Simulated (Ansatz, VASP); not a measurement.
**HfSiO4: VASP beside Ansatz**

Contents of INCAR:

```
  ALGO = Normal
  EDIFF = 1E-6
  ENCUT = 520
  GGA = PE
  ISIF = 2
  ISMEAR = 0
  LASPH = True
  LCHARG = False
  LREAL = False
  LWAVE = False
  NBANDS = 28
  NELM = 80
  PREC = Accurate
  SIGMA = 0.02
```

The input KPOINTS:

```
k-points
0
Gamma
  6 6 6
```

File POSCAR:

```
HfSiO4
1.0
    0.0000000000      4.1278531264      4.1278531264
    4.1278531264      0.0000000000      4.1278531264
    4.1278531264      4.1278531264      0.0000000000
Hf Si O
1 1 4
Direct
    0.0000000000      0.0000000000      0.0000000000
    0.7500000000      0.7500000000      0.7500000000
    0.8641703972      0.8641703972      0.4074888084
    0.8641703972      0.4074888084      0.8641703972
    0.4074888084      0.8641703972      0.8641703972
    0.8641703972      0.8641703972      0.8641703972
```

Input for Ansatz:

```yaml
crystal:
  lattice:
    - [0.0, 4.1278531264, 4.1278531264]
    - [4.1278531264, 0.0, 4.1278531264]
    - [4.1278531264, 4.1278531264, 0.0]
  atoms:
    - { symbol: Hf, position: [0.0, 0.0, 0.0] }
    - { symbol: Si, position: [0.75, 0.75, 0.75] }
    - { symbol: O, position: [0.8641703972, 0.8641703972, 0.4074888084] }
    - { symbol: O, position: [0.8641703972, 0.4074888084, 0.8641703972] }
    - { symbol: O, position: [0.4074888084, 0.8641703972, 0.8641703972] }
    - { symbol: O, position: [0.8641703972, 0.8641703972, 0.8641703972] }
basis:
  ecutwfc: 420
kpoints:
  mp_grid: { grid: [6, 6, 6] }
  band_path:
    path:
      - [[0.0, 0.0, 0.0], [-0.5, -0.5, 0.0], [-0.375, -0.375, 0.25]]
      - [[-0.375, 0.0, 0.375], [0.0, 0.0, 0.0], [0.0, 0.0, 0.5], [-0.5, -0.25, 0.25], [-0.5, -0.5, 0.0]]
    npoints: 14
hamiltonian:
  xc: pbe
scf:
  occupations: { method: gaussian, width: 0.02 }
  n_extra_bands: 15
output:
  forces: true
  stress: true
  eigenvalues: true
  populations: true
  dos: { projected: true, de: 0.02, nscf_kmesh: { grid: [9, 9, 9] } }
  bader: true
  write_density: true
  write_potential: true
  elf: true
  volumetric_format: npy
```

The cell was built by a generator and needn't be a form met in nature.

Alike in both runs: task single point; functional PBE; k mesh 6 × 6 × 6; occupations gaussian, width 0.02 eV; no spin polarisation.

```csv
,VASP,Ansatz
version,VASP 6.6.1,Ansatz 0.2.0
potentials or method,"VASP PAW PBE potentials, release 64 (Hf_pv, Si, O)","scalar-relativistic, plane waves, PAW"
plane-wave cutoff (eV),520,420
valence electrons in the cell,38,54
```

|  | VASP | Ansatz | Ansatz less VASP |
| --- | --- | --- | --- |
| gap on the k mesh at the Fermi level (eV) | 4.77 | 4.76 | -0.003 |
| least direct gap on the mesh (eV) | 4.77 | 4.77 | -0.003 |
| pressure (GPa) | -0.4 | 0.0 | +0.44 |
| rms of the force components (eV/Å) | 0.092 | 0.003 | -0.0896 |

Atom by atom the forces differ by 0.090 eV/Å (rms over components). The functional is the same, so the differences come from potentials, cutoffs and numerics. The two sets of potentials don't hold the same shells in valence. Ansatz warned: «xc_potential_rough_in_thin_density».

Caveats: spin-orbit coupling is left out, which moves the levels of the heavy elements. A k mesh can miss the band edges.
